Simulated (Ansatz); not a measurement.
A Si vacancy next to a Si vacancy in diamond Si, 62 atoms, charge −3

All numbers come from Ansatz (PAW, plane waves, no spin–orbit coupling) at the single k point (¼, ¼, ¼) without its symmetry partners. The atoms were relaxed with PBEsol in a fixed cell; other functionals are single points on those atoms unless said otherwise. The valence top and gap of the host come from its small cell on a dense mesh, with the band extrema sought between the mesh points, lined up by the mean potential, PBEsol gap 0.46 eV, r²SCAN gap 0.76 eV. The charge correction uses an assumed dielectric constant of 11.7.

Cell: a = 10.866 Å, b = 10.866 Å, c = 10.866 Å, α = 90.00°, β = 90.00°, γ = 90.00°.

Nearest atoms after relaxation, from the placed atom (for vacancies from the middle of the vacant sites): Si at 2.67 Å, Si at 2.68 Å, Si at 2.69 Å, Si at 2.69 Å, Si at 2.71 Å, Si at 2.72 Å.

Chemical potentials μ are those of reference phases of the elements at zero temperature by the same functional (the usual solids, diamond for C, grey Sn, and the molecules H2, N2, O2, F2, Cl2, Br2 and S8).

```csv
functional,E(defect) − E(host) − Σ nμ + q·E_VBM (eV),monopole (eV),alignment (eV),formation energy at E_F = VBM (eV),moment (μB),"wall time, shared host"
PBEsol,5.86,1.45,0.40,7.71,3.0,31 s on NVIDIA H100 (relaxation)
r²SCAN,6.66,1.45,0.43,8.54,3.0,28 s on NVIDIA H100
```

Question: How does the monopole term follow by hand for this cubic cell?

Answer: q²·α·e²/(4πε₀)/(2εL) with the Madelung constant α = 2.837 and e²/4πε₀ = 14.40 eV·Å: 9 × 2.837 × 14.40 / (2 × 11.7 × 10.866) = 1.45 eV.

r²SCAN one-electron levels near the gap (the ten most localised at most), from the host's valence top, not corrected for the charge's images:

```tsv
level (eV)	spin	filling	atoms sharing it	element of the atom with most weight
0.14	up	1.00	15.2	Si
0.14	up	1.00	16.1	Si
0.31	up	1.00	21.1	spread
0.35	up	1.00	19.3	spread
0.51	down	1.00	15.8	Si
0.73	down	0.00	20.2	spread
0.85	down	0.00	17.5	Si
0.92	down	0.00	26.3	spread
1.00	down	0.00	56.0	spread
1.05	down	0.00	57.5	spread
```

One k point and a cell of this size can leave errors of several tenths of an eV in such numbers.
